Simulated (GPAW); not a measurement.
**ZrB2: relaxation of cell and atoms with PBEsol**

Crystal: ZrB2.

```
CELL_PARAMETERS angstrom
3.17000 0.00000 0.00000
-1.58500 2.74530 0.00000
0.00000 0.00000 3.53300
ATOMIC_POSITIONS crystal
Zr 0.00000 0.00000 0.00000
B 0.66667 0.33333 0.50000
B 0.33333 0.66667 0.50000
```

```
Program             : GPAW 26.7.0
Task                : relaxation of cell and atoms
Functional          : PBEsol
Potentials or basis : PAW data sets generated in the run's folder for this functional
Cutoff              : 800 eV
Basis               : pw
k mesh              : 7 × 7 × 6
Occupations         : fermi-dirac, width 0.05 eV
Spin                : no spin polarisation
Target pressure     : 5 GPa
Maxiter             : 150
Optimizer           : BFGS
Fmax                : 0.02 eV/Å
Max steps           : 60
Target pressure     : 5 GPa
Convergence         : density=1e-05 forces=0.0001
```

```
Relaxed volume                                         : 9.86 Å³/atom
Relaxed cell                                           : a = 3.135 Å, b = 3.135 Å, c = 3.474 Å, α = 90.00°, β = 90.00°, γ = 120.00°
Space group after relaxing (to 0.05 Å)                 : P6/mmm (No. 191)
Energy change on relaxing (the enthalpy is what falls) : +0.0 meV/atom
Ionic steps                                            : 7
Pressure after relaxing                                : 4.9 GPa
Band gap on the k mesh                                 : none (metal or under the smearing width)
```

Final structure:
```
Zr B
1.0
     3.13501    0.00000    0.00000
    -1.56750    2.71499    0.00000
     0.00000    0.00000    3.47387
Zr B
1 2
Direct
  0.00000 0.00000 0.00000
  0.66667 0.33333 0.50000
  0.33333 0.66667 0.50000
```

Levels at points of the mesh, in eV from the Fermi level:
| k point | band 7 | band 8 | band 9 | band 10 | band 11 | band 12 |
| --- | --- | --- | --- | --- | --- | --- |
| (0.00, 0.00, 0.00) | -2.54 | -2.49 | -2.06 | 3.76 | 3.76 | 4.63 |
| (0.00, 0.00, 0.50) | -0.79 | -0.79 | 0.47 | 0.47 | 0.99 | 0.99 |

It took 110 s on 1 thread of Arm Neoverse V1 (shared host), peak memory 0.24 GiB.

Caveat: later steps reuse the first step's grids.
